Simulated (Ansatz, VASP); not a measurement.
## SnTe2 in VASP and in Ansatz

```
Sn Te
1.0
     2.08831    1.20569    6.29096
    -2.08831    1.20569    6.29096
     0.00000   -2.41137    6.29096
Sn Te
1 2
Direct
  0.00000 0.00000 0.00000
  0.24137 0.24137 0.24137
  0.75863 0.75863 0.75863
```

The cell was built by a generator and needn't be a form met in nature.

Alike in both runs: task single point; functional HSE06; k mesh 4 × 4 × 4; occupations fermi-dirac, width 0.02 eV; no spin polarisation.

|  | VASP | Ansatz |
| --- | --- | --- |
| version | VASP 6.6.1 | Ansatz 0.2.0 |
| potentials or method | VASP PAW PBE potentials, release 64 (Sn_d, Te) | plane waves, PAW |
| plane-wave cutoff (eV) | 520 | 420 |
| valence electrons in the cell | 26 | 46 |

```csv
,VASP,Ansatz,Ansatz less VASP
pressure (GPa),-0.3,0.0,+0.26
largest component of the traceless stress (GPa),1.24,1.22,-0.015
rms of the force components (eV/Å),0.086,0.083,-0.0034
```

Atom by atom the forces differ by 0.003 eV/Å (rms over components). The functional is the same, so the differences come from potentials, cutoffs and numerics. The two sets of potentials don't hold the same shells in valence. Ansatz warned: «filled_band_counts_differ_across_k_points».

Caveats: the k mesh is coarse (spacing up to 0.44 Å⁻¹), so the values aren't converged, least of all with exact exchange; the PAW data sets were made with another functional, which shifts forces and pressure a little (VASP). Spin-orbit coupling is left out, which matters for the levels of Te.
